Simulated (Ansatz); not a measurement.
H2O2 on a (111) slab of HfO2 (Fm-3m (No. 225)), 9 planes, outer planes O (top) and O (bottom), 1 a cell of 44.6 Å², relaxed and still whole (its atoms last):

```xyz
40
Lattice="7.1741 0.0000 0.0000 -3.5871 6.2130 0.0000 0.0000 0.0000 25.9993" Properties=species:S:1:pos:R:3 pbc="T T T"
O     1.7935    3.1065    8.0000
O     3.5871    0.0000    8.0000
O    -1.7935    3.1065    8.0000
O     0.0000    0.0000    8.0000
Hf    1.7935    1.0355    8.7322
Hf    0.0000    4.1420    8.7322
Hf    5.3806    1.0355    8.7322
Hf    3.5871    4.1420    8.7322
O     3.5871    2.0710    9.4644
O     1.7935    5.1775    9.4644
O     0.0000    2.0710    9.4644
O    -1.7935    5.1775    9.4644
O     3.5871    4.1420   10.9288
O     5.3806    1.0355   10.9288
O     0.0000    4.1420   10.9288
O     1.7935    1.0355   10.9288
Hf    3.5897    2.0729   11.6245
Hf    1.7941    5.1826   11.6492
Hf    0.0049    2.0597   11.6772
Hf   -1.7941    5.1880   11.6617
O    -1.7452    3.1453   12.4583
O    -0.0180   -0.0300   12.3298
O     1.7494    3.1630   12.4254
O     3.6039   -0.0564   12.3932
O    -1.8393    5.3278   13.8726
O     0.0584    1.9277   13.8608
O     1.8411    5.2643   13.9116
O     3.5468    2.0330   13.6944
Hf   -1.7936    3.1064   14.5805
Hf   -0.0154   -0.0588   14.6036
Hf    1.8143    3.0850   14.5610
Hf    3.5860    0.0729   14.5448
O    -0.0215    4.1027   15.2651
O     2.0021    1.1827   15.5120
O     3.6237    4.0188   15.2983
O     5.2272    1.1932   15.4177
O     0.9437    0.4017   17.7255
O    -0.2186    0.1259   16.8909
H     1.5400    0.8015   17.0010
H    -0.8381    0.8843   17.0107
```

Method: DFT PBE+D3(BJ), scalar-relativistic, plane waves, PAW in Ansatz. Plane waves to 420 eV, a k mesh through Γ of 3×3×1 on the computed 40-atom cell and Gaussian smearing (0.05 eV); no spin polarisation. The cell repeats along c with a dipole correction in the vacuum.

It binds with 1.03 eV a molecule against the clean slab and the free molecule (no zero-point or thermal terms); its shortest contact is H–O 1.60 Å. Take first-order desorption with no barrier to adsorption, no reaction on the face and an assumed prefactor of 10^13 s⁻¹.

Q: How long does a molecule stay at 473 K?

A: τ = ν⁻¹·exp(E/k_BT) with k_BT = 0.0408 eV: E/k_BT = 25.3, so τ ≈ 9×10^-3 s. At about one hit a site a second (10⁻⁶ mbar) the coverage is near τ × 1 s⁻¹, so a layer needs roughly 1×10^-4 mbar.

Q: Where does its peak lie in a desorption experiment heated at 5 K/s?

A: The peak obeys E/(k_B·T_p²) = (ν/β)·exp(−E/k_BT_p). Solving gives T_p ≈ 387 K (E/k_BT_p = 30.9). An error of 0.1 eV in E moves it by about 38 K, and larger molecules have larger prefactors, which lowers it.

Q: Is this physisorption or chemisorption?

A: The tightest contact, O–Hf 2.30 Å, is 0.96 times the sum of covalent radii, and deformation and lateral interaction add up to +0.36 eV. This is chemisorption.

The molecule may also break up before it leaves, which wasn't tried.

The reference crystal is the fluorite-type form of HfO2, which isn't its usual structure.